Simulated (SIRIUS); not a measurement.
# Ga in SIRIUS: the effect of strain

The system is Ga.

```xyz
2
Lattice="4.2715 0.0000 0.0000 -2.1358 3.8534 0.0000 0.0000 0.0000 2.7652" Properties=species:S:1:pos:R:3 pbc="T T T"
Ga    0.0000    2.5689    1.3826
Ga    2.1358    1.2844    1.3826
```

The cell isn't the ideal one: strain = -0.04 (xx).

Alike in all runs:

- Program: SIRIUS 7.10.0
- Task: single point
- Functional: PBE
- Potentials or basis: PseudoDojo 0.4.1 PBE standard (scalar relativistic)
- Cutoff: 1102 eV
- Density cutoff: 4408 eV
- k mesh: 3 × 3 × 4
- Occupations: fermi-dirac, width 0.05 eV
- Spin: no spin polarisation
- Strain kind: xx
- Libxc names: ["XC_GGA_X_PBE", "XC_GGA_C_PBE"]
- Energy tol: 1e-08 Ha
- Density tol: 1e-06
- Mixer: anderson
- Mixing beta: 0.7
- Max scf: 100

```tsv
strain	pressure (GPa)
-4 % (xx)	1.9
-2 % (xx)	1.7
-1 % (xx)	1.6
+0 % (xx)	1.3
+1 % (xx)	0.9
+2 % (xx)	0.5
+4 % (xx)	?
```

**Question.** What does the run with strain +4 % (xx) give?

**Answer.** Pressure -0.3 GPa.

Caveats: all runs use coarse meshes.
